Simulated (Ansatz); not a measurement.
What strain does to RbBr (CsCl type)

RbBr, CsCl type, relaxed with r2SCAN in Ansatz. Space group Pm-3m (No. 221), cubic; a = 4.128 Å in the conventional setting, 35.17 Å³ an atom. Rb has 8 Br at 3.57 Å; Br has 8 Rb at 3.57 Å.

The axes x, y and z are those of this cell:
```
Rb Br
1.0
     4.12793    0.00000    0.00000
     0.00000    4.12793    0.00000
     0.00000    0.00000    4.12793
Rb Br
1 1
Direct
  0.00000 0.00000 0.00000
  0.50000 0.50000 0.50000
```

Unstrained: With PBE the valence top lies at M and the conduction bottom at Γ, 4.078 eV higher; the smallest vertical gap, at Γ, is 4.231 eV. With r2SCAN the valence top lies at M and the conduction bottom at Γ, 4.824 eV higher; the smallest vertical gap, at Γ, is 4.978 eV. HSE06 gives an indirect gap of 5.258 eV, from M to Γ; the least direct gap is 5.422 eV at Γ. Meshes: PBE 6×6×6, r2SCAN 6×6×6, HSE06 4×4×4. Strains are changes of length per length. After each strain the atoms were relaxed again with r2SCAN within the symmetry that the strain leaves, so tilts or polar shifts that break it weren't tested; points keep the names that they have in the unstrained zone. Spin-unpolarised throughout. Whether this structure exists isn't addressed.

Changes of the least gap in eV (an overlap counts as a negative gap):
```json
{"strain": "uniaxial -3.5 % along z", "volume change (%)": "-3.5", "space group": "P4/mmm", "PBE": "-0.003", "r2SCAN": "+0.004", "HSE06": "+0.003", "energy rise, r2SCAN (meV/atom)": "5.4"}
{"strain": "biaxial -1.04 % in x and y, z held", "volume change (%)": "-2.1", "space group": "P4/mmm", "PBE": "+0.056", "r2SCAN": "+0.063", "HSE06": "+0.061", "energy rise, r2SCAN (meV/atom)": "1.1"}
{"strain": "epitaxial -4.96 % in the xy plane, free normal strain +2.48 %", "volume change (%)": "-7.4", "space group": "P4/mmm", "PBE": "+0.056", "r2SCAN": "+0.058", "HSE06": "+0.066", "energy rise, r2SCAN (meV/atom)": "24.9"}
```

Uniaxial -3.5 % along z, other directions held. HSE06: the gap goes from 5.258 to 5.261 eV (+0.003 eV). Stress change with r2SCAN, compression positive: xx +0.29, yy +0.29, zz +1.44 GPa.

Biaxial -1.04 % in x and y, z held. HSE06: the gap goes from 5.258 to 5.319 eV (+0.061 eV). Stress change with r2SCAN, compression positive: xx +0.49, yy +0.49, zz +0.16 GPa.

Epitaxial -4.96 % in the xy plane, free normal strain +2.48 %. HSE06: the gap goes from 5.258 to 5.324 eV (+0.066 eV). Stress change with r2SCAN, compression positive: xx +2.44, yy +2.44, zz -0.04 GPa.

The runs are scalar-relativistic, without spin-orbit coupling.

The meshes of the hybrids are coarse, so their gaps aren't converged to the digits shown.
